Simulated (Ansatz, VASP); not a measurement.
# Two plane-wave programs on H2C18O

```
CELL_PARAMETERS angstrom
7.39800 0.00000 0.00000
-3.69900 6.40686 0.00000
0.00000 0.00000 13.00000
ATOMIC_POSITIONS crystal
C 0.00549 0.00330 0.05804
C 0.22661 0.11392 0.05815
C 0.00479 0.33573 0.05802
C 0.22724 0.44687 0.05819
C 0.00447 0.66964 0.05825
C 0.22747 0.78118 0.05817
C 0.33800 0.00234 0.05810
C 0.56050 0.11367 0.05795
C 0.33779 0.33633 0.05820
C 0.56079 0.44779 0.05822
C 0.33866 0.66988 0.05817
C 0.55983 0.78036 0.05805
C 0.67118 0.00303 0.05788
C 0.89440 0.11464 0.05784
C 0.67211 0.33669 0.05810
C 0.89327 0.44722 0.05813
C 0.67144 0.66894 0.05818
C 0.89397 0.78023 0.05818
O 0.68604 0.04580 0.31554
H 0.66604 0.01589 0.24232
H 0.68165 0.92310 0.34478
```

Alike in both runs: functional PBE; dispersion D3(BJ); k mesh 2 × 2 × 1; occupations fermi-dirac, width 0.05 eV; no spin polarisation.

Ansatz relaxed the structure, and its values are those at the end. VASP's run is a single point on that final structure, the one shown.

|  | VASP | Ansatz |
| --- | --- | --- |
| version | VASP 6.6.1 | Ansatz 0.2.0 |
| potentials or method | VASP PAW PBE potentials, release 64 (C, O, H) | scalar-relativistic, plane waves, PAW |
| plane-wave cutoff (eV) | 520 | 420 |
| valence electrons in the cell | 80 | 80 |

|  | VASP | Ansatz | Ansatz less VASP |
| --- | --- | --- | --- |
| rms of the force components (eV/Å) | 0.025 | 0.005 | -0.0206 |
| dispersion energy (meV/atom) | -81.6 | -81.6 | -0.01 |

Ansatz warned: «xc_potential_rough_in_thin_density».

Caveats: the k mesh is coarse (spacing up to 0.49 Å⁻¹), so the values aren't converged.
